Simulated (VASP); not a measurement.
# SiO2: single point with PBE

The system is SiO2.

```
Si O
1.0
    -2.47729    2.47729    3.65567
     2.47729   -2.47729    3.65567
     2.47729    2.47729   -3.65567
Si O
2 4
Direct
  0.74618 0.24992 0.50364
  0.00524 0.99513 0.00944
  0.87470 0.03536 0.65694
  0.78566 0.13328 0.16771
  0.96721 0.61505 0.83692
  0.38207 0.22429 0.35237
```

The cell comes from a database or a generator and needn't be the stable form of this composition.

The cell isn't the ideal one: atoms moved at random, drawn with an rms of 0.05 Å.

```yaml
Program: VASP 6.6.1
Task: single point
Functional: PBE
Potentials_or_basis: VASP PAW PBE potentials, release 64 (Si, O)
Cutoff: 520 eV
k_mesh: 8 × 8 × 8
Occupations: fermi-dirac, width 0.05 eV
Spin: no spin polarisation
```

| Item | Value |
| --- | --- |
| Pressure | 6.5 GPa |
| Largest force | 2.794 eV/Å |
| Band gap on the k mesh | 5.85 eV, direct |

Forces on the atoms (eV/Å):
```
Si  -1.224  0.615  0.565
Si   0.181 -1.478  0.789
O   -0.312  2.188 -1.708
O   -1.143 -0.252  0.492
O    2.006  0.712  1.322
O    0.492 -1.786 -1.460
```

Stress tensor (GPa, compression positive):
```
 6.66 -0.95  1.95
-0.95  6.52  3.09
 1.95  3.09  6.38
```

Levels at points of the mesh, in eV from the valence-band top:
| k point | band 14 | band 15 | band 16 | band 17 | band 18 | band 19 |
| --- | --- | --- | --- | --- | --- | --- |
| (0.00, 0.00, 0.00) | -0.68 | -0.04 | 0.00 | 5.85 | 8.78 | 10.39 |
| (0.50, 0.00, 0.00) | -0.78 | -0.40 | -0.11 | 8.21 | 8.78 | 9.78 |
| (0.00, 0.50, 0.00) | -0.83 | -0.45 | -0.11 | 8.17 | 8.91 | 9.56 |
| (0.00, 0.50, 0.50) | -0.95 | -0.67 | -0.22 | 8.07 | 8.96 | 9.48 |
| (0.50, 0.00, 0.50) | -0.93 | -0.62 | -0.17 | 8.15 | 8.81 | 9.65 |
| (0.50, 0.50, 0.00) | -0.93 | -0.56 | -0.23 | 8.93 | 9.13 | 10.09 |
| (0.00, 0.00, 0.50) | -0.93 | -0.44 | -0.32 | 8.89 | 9.08 | 10.01 |
| (0.50, 0.50, 0.50) | -1.39 | -0.39 | -0.36 | 8.72 | 8.90 | 10.25 |

Run time: 9.7 min on 1 thread of Intel(R) Xeon(R) Platinum 8488C (Sapphire Rapids), on a shared host, peak memory 0.55 GiB.

A k mesh can miss the band edges.
